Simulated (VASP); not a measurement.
# C, self-consistent run: which settings are enough?

C, Cmme (no. 67), 4 atoms in the cell. PBE with TS; PAW potentials C (PBE set). VASP 6.6.1.

Wanted: energy within 2 meV/atom; pressure within 0.1 GPa.

POSCAR:
```
C
1.0
    1.2280479700     -2.1270618200      0.0000000000
    1.2280479700      2.1270618200      0.0000000000
    0.0000000000      0.0000000000      7.1732677600
C
4
Direct
    0.9166205400      0.0833794600      0.7531376000
    0.4166205400      0.5833794600      0.2468624000
    0.0833794600      0.9166205400      0.2468624000
    0.5833794600      0.4166205400      0.7531376000
```

## Self-consistent screening

| Self-consistent screening | Energy less reference (meV/atom) | Pressure (GPa) | SCF iterations | Time (s) |
|---|---|---|---|---|
| default | 0.0 | 1.82 | 14 | 53 |
| SCSRAD = 30 | -0.5 | 1.80 | 14 | 11 |
| SCSRAD = 60 | 0.1 | 1.82 | 14 | 14 |
| LSCALER0 = F | 8.6 | 2.68 | 14 | 40 |

Chosen: default; SCSRAD = 30 would be accurate enough too and is faster here.

## The input

INCAR:
```
ALGO = Normal ; EDIFF = 1E-7
ENCUT = 520 ; ISIF = 2
ISMEAR = 0 ; IVDW = 2
LASPH = True ; LCHARG = False
LREAL = False ; LVDWSCS = True
LWAVE = False ; NELM = 100
PREC = Accurate ; SIGMA = 0.02
```

KPOINTS:
```
k-points
0
Gamma
  9 9 3
```

Commands:
```
cat potpaw_PBE.64/C/POTCAR > POTCAR
mpirun -np 1 vasp_std > vasp.out
```

The chosen input took VASP 6.6.1 53 s on 1 core (AMD EPYC 9R45 (Zen 5)), a shared host.
